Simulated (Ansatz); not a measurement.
What moves the field gradients of TaN?

Cell of run 1: a COD entry, taken as it stands.

```cif
data_TaN
_symmetry_space_group_name_H-M 'P-62m'
_symmetry_Int_Tables_number 189
_cell_length_a 5.1960
_cell_length_b 5.1960
_cell_length_c 2.9110
_cell_angle_alpha 90.000
_cell_angle_beta 90.000
_cell_angle_gamma 120.000
loop_
_atom_site_label
_atom_site_type_symbol
_atom_site_symmetry_multiplicity
_atom_site_Wyckoff_symbol
_atom_site_fract_x
_atom_site_fract_y
_atom_site_fract_z
Ta1 Ta 2 d 0.3333 0.6667 0.5000
Ta3 Ta 1 a 0.0000 0.0000 0.0000
N N 3 f 0.3929 0.0000 0.0000
```

One atom of each set is listed.

Relaxed positions (PBE, cell held):

Ta1 (0.3333, 0.6667, 0.5000)
Ta3 (0.0000, 0.0000, 0.0000)
N (0.3932, 0.0000, 0.0000)

All runs are DFT with Ansatz 0.2.0 (plane waves and PAW, scalar-relativistic unless spin–orbit coupling is named, Γ-centred meshes, Fermi–Dirac smearing where given) in this cell. Start moments of run 1 as typed (μB): 2 on each Ta, none on the rest.

Run 1: PBE, parallel start moments, atoms as given; 420 eV, 10×10×16 k-points, smearing 0.05 eV.
Run 2: r2SCAN, parallel start moments, at the relaxed atoms; 500 eV, 10×10×16 k-points, smearing 0.05 eV.
Run 3: PBE with spin–orbit coupling, parallel start moments, at the relaxed atoms; 420 eV, 10×10×16 k-points, smearing 0.05 eV.
Run 4: LDA, parallel start moments, at the relaxed atoms; 420 eV, 10×10×16 k-points, smearing 0.05 eV.
Run 5: PBEsol, parallel start moments, at the relaxed atoms; 420 eV, 10×10×16 k-points, smearing 0.05 eV.

Question: What does each run give, and what moves the gradients most?

Answer: 

```tsv
run	Ta1 V_zz (η)	Ta3 V_zz (η)	N V_zz (η)
1	-19.81 (0.00)	13.70 (0.00)	-1.43 (0.32)
2	-20.4 (0.00)	14.48 (0.00)	-1.36 (0.36)
3	-19.71 (0.00)	12.41 (0.00)	-1.42 (0.32)
4	-20.3 (0.00)	13.93 (0.00)	-1.42 (0.33)
5	-19.90 (0.00)	13.59 (0.00)	-1.42 (0.32)
```

V_zz in 10²¹ V/m². Against run 1, the gradient tensors on these sites move by at most 0.78 in run 2 (Ta3), 1.28 in run 3 (Ta3), 0.48 in run 4 (Ta1), 0.11 in run 5 (Ta3). Taken one at a time, spin–orbit coupling moves the tensors on these sites by up to 1.28 (largest principal value of the change, on Ta3), the functional (between the two that differ most) by 0.89 (Ta3). Without a gap such differences can lie within the error of the k-mesh, so this order isn't firm.

With these PAW files V_zz is typically within 2 to 3 % of all-electron values, but misses above 10 % occur on Ta. In run 2 the program didn't check the stability of the electronic state in full, so a lower one may lie near. In runs 1, 2, 3, 4, 5 there is no gap above 0.1 eV, so the gradients can move by 10 % or more with the k-mesh. In runs 1, 2, 3, 4, 5 the start moments die out. The cell isn't the equilibrium one in run 4 (calculated pressure -10 GPa), and the entry's cell may itself be off.
